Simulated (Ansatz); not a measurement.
**TiC in Ansatz: the effect of functional**

The system is TiC.

```xyz
2
Lattice="0.0000 2.1364 2.1364 2.1364 0.0000 2.1364 2.1364 2.1364 0.0000" Properties=species:S:1:pos:R:3 pbc="T T T"
Ti    0.0000    0.0000    0.0000
C     2.1364    2.1364    2.1364
```

The cell is a database's computed one.

The cell isn't the ideal one: volume scaled by 0.96.

Alike in all runs:

* Program: Ansatz 0.2.0
* Task: single point
* Potentials or basis: Ansatz PAW
* k mesh: 11 × 11 × 11
* Occupations: fermi-dirac, width 0.05 eV
* Spin: no spin polarisation

```tsv
functional	cutoff	pressure (GPa)
LDA	420 eV (not typed: the program's choice for these potentials)	?
r2SCAN	500 eV (not typed: the program's choice for these potentials)	10.9
PBE	420 eV (not typed: the program's choice for these potentials)	11.4
```

What does the run with functional LDA give?

Pressure -2.3 GPa.

Caveats: the PAW data sets come from PBE, with cores solved anew for the run's functional, which leaves a small shift of forces and pressure (some runs).
